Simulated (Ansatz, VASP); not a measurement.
**Two plane-wave programs on Pb**

```
Pb
1.0
     3.47236    0.00000    0.00000
    -1.73618    3.00715    0.00000
     0.00000    0.00000    5.72707
Pb
2
Direct
  0.33333 0.66667 0.25000
  0.66667 0.33333 0.75000
```

Alike in both runs: functional PBEsol; k mesh 15 × 15 × 8; occupations gaussian, width 0.1 eV; no spin polarisation.

Ansatz relaxed the structure, and its values are those at the end. VASP's run is a single point on that final structure, the one shown.

|  | VASP | Ansatz |
| --- | --- | --- |
| version | VASP 6.6.1 | Ansatz 0.2.0 |
| potentials or method | VASP PAW PBE potentials, release 64 (Pb_d) | scalar-relativistic, plane waves, PAW |
| plane-wave cutoff (eV) | 520 | 420 |
| valence electrons in the cell | 28 | 28 |

```tsv
	VASP	Ansatz	Ansatz less VASP
gap on the k mesh at the Fermi level (eV)	none	none	-
pressure (GPa)	-0.1	0.0	+0.07
```

A gap of «none» marks a metal or a gap that the smearing closes.

Caveats: the PAW data sets were made with another functional, which shifts forces and pressure a little (VASP). Spin-orbit coupling is left out, which matters for the levels of Pb.
